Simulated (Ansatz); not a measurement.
Wurtzite InN, treated with PBEsol in Ansatz (PAW).

Run with plane-wave cutoff 520 eV, 12×12×6 k mesh (along the axes of the cell as run), Fermi–Dirac smearing 0.01 eV, scalar-relativistic PAW data made under PBE.

Shape and atoms are relaxed at each volume.

Pressure at four volumes; x = ln(V/15.473 Å³). One pressure is withheld.

| V (Å³/atom) | x | P (GPa) |
|---|---|---|
| 14.854 | -0.0408 | 6.09 |
| 15.473 | 0.0000 | 0.00 |
| 15.783 | 0.0198 | -2.57 |
| 16.092 | 0.0392 | ? |

Question: Pass a parabola P(x) through the three rows shown, estimate the bulk modulus and its pressure derivative near zero pressure, and predict the withheld pressure.

Answer: Slopes between the rows: (0.00 − (6.09))/(0.0000 − (-0.0408)) = -149.26 and (-2.57 − (0.00))/(0.0198 − (0.0000)) = -129.80 GPa. Their difference over the span 0.0606 is c = 19.46/0.0606 = 321.1 GPa, so P(x) = 6.09 + (-149.26)(x − (-0.0408)) + 321.1 (x − (-0.0408))(x − (0.0000)). At the middle row B = −dP/dx = −[-149.26 + 321.1 × 0.0408] = 136.2 GPa, and B′ = dB/dP = 2c/B = 4.7. At x = 0.0392 the parabola gives -4.84 GPa; the run gives -4.86 GPa. The Birch–Murnaghan fit to the energies at all volumes has B0 = 136 GPa and B′ = 4.6.

Measured, for comparison: bulk modulus 126 GPa (room temperature, no zero-point or thermal correction; as tabulated in Phys. Rev. B 49, 14 (GaN and InN under pressure), abstract). Computed (rounded) less measured: bulk modulus +8 %. A static lattice is as a rule a little smaller and stiffer than an uncorrected measurement, which narrows the difference in the bulk modulus and would widen misses of the other sign.

Note: the gap of the solid is closed in this run; this level leaves the solid without a gap, although one is measured; the bulk modulus comes from volumes at which shape and atoms were relaxed.

Spin–orbit coupling is not included; it can open a gap where bands touch, and shift volumes and moduli.

Ansatz is a program for electronic structure.
